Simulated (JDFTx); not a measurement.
## Fe under changes of volume

One of the cells (12.019 Å³/atom); the others are scaled copies at fixed shape and fractional positions:

```
CELL_PARAMETERS angstrom
-1.44300 1.44300 1.44300
1.44300 -1.44300 1.44300
1.44300 1.44300 -1.44300
ATOMIC_POSITIONS crystal
Fe 0.00000 0.00000 0.00000
```

| Item | Value |
| --- | --- |
| Program | JDFTx 1.7.0 (patched build) |
| Functional | PBE |
| Potentials or basis | PseudoDojo-SR-PBE-0.5-standard |
| Cutoff | 1225 eV |
| Density cutoff | 4898 eV |
| k mesh | 13 × 13 × 13 |
| Occupations | fermi-dirac, width 0.05 eV |
| Spin | collinear spin, ferromagnetic start |
| Starting moments | [3.0] μB |

```tsv
volume (Å³/atom)	energy over the lowest point (meV/atom)	pressure (GPa)	moment (μB per cell)
11.298	0.90	2.1	2.21
11.538	0.00	-1.0	2.29
11.778	3.29	-3.6	2.36
12.019	10.06	-4.9	2.46
12.259	17.39	-6.1	2.56
12.499	?	?	?
12.740	40.98	-10.5	2.63
```

Question: What does the run at 12.499 Å³/atom give?

Answer: Energy over the lowest point 27.42 meV/atom; pressure -8.2 GPa; moment 2.61 μB per cell.

Worked out: A Birch-Murnaghan fit of order 3 (a polynomial in V^(-2/3)) to the other rows has its minimum at 11.45 Å³/atom with B0 = V·E''(V) = 119 GPa and B' = 6.8. It gives 28.51 meV/atom at 12.499 Å³/atom, against the run's 27.42, and -dE/dV = -7.7 GPa, against -8.2. A parabola through the other rows of the moment, of slope 0.227 μB per Å³/atom there, gives 2.59 μB, against the run's 2.61.

Energies are extrapolated to zero smearing.
